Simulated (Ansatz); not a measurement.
The calculation used Ansatz, DFT PBE, scalar-relativistic, plane waves, PAW. All cells share a 420 eV cutoff and Γ-centred k meshes spaced at most about 0.3 Å⁻¹ (about 0.25 or finer for metals, 2π included). No spin polarisation.

These are static total energies at zero pressure.

Two relaxed structures of Cd2Hg3Te5:

A. Space group R-3m (No. 166), trigonal, a = 4.341 Å, c = 53.207 Å. Cd is surrounded by 6 Te at 3.04–3.05 Å; around Hg on a site of symmetry -3m lie 6 Te at 3.09 Å; Hg on a site of symmetry 3m is surrounded by 6 Te at 3.07–3.10 Å; Te on a site of symmetry 3m has 3 Cd at 3.04 Å and 3 Hg at 3.09 Å; Te on a second site of symmetry 3m has 3 Cd at 3.05 Å and 3 Hg at 3.10 Å; 1 more site not described.

B. Space group I4/mmm (No. 139), tetragonal, a = 4.330 Å, c = 30.912 Å. Around Cd lie 6 Te at 3.01–3.08 Å; around Hg on a site of symmetry 4/mmm lie 6 Te at 2.98–3.06 Å; around Hg on a site of symmetry 4mm lie 6 Te at 3.06–3.22 Å; Te on a site of symmetry 4/mmm is surrounded by 4 Hg at 3.06 Å and 2 Cd at 3.08 Å; Te on a site of symmetry 4mm is surrounded by 2 Hg at 2.98–3.16 Å and 4 Cd at 3.06 Å; 1 more site not described.

Question: Which placement of the atoms is lower in energy, and by how much?

Answer: B is lower, by 9 meV/atom. The two share one framework of sites and differ in which element sits where. A has Cd and Hg ordered on rock salt sites, space group R-3m (No. 166), 28.9 Å³/atom and no gap on its mesh; B has Cd and Hg ordered on rock salt sites, space group I4/mmm (No. 139), 29.0 Å³/atom and no gap. Counting Te atoms around Cd and Hg (those within 1.25 times the shortest such distance or 1.15 times the sum of covalent radii, 1.27 where that leaves under three), A and B both have Cd 6, Hg 6. Both come from invented guesses.

For metals, differences of a few meV/atom aren't resolved. These runs have no spin–orbit coupling, which can matter for Hg and Te. Cells relaxed within their symmetry can be saddle points.
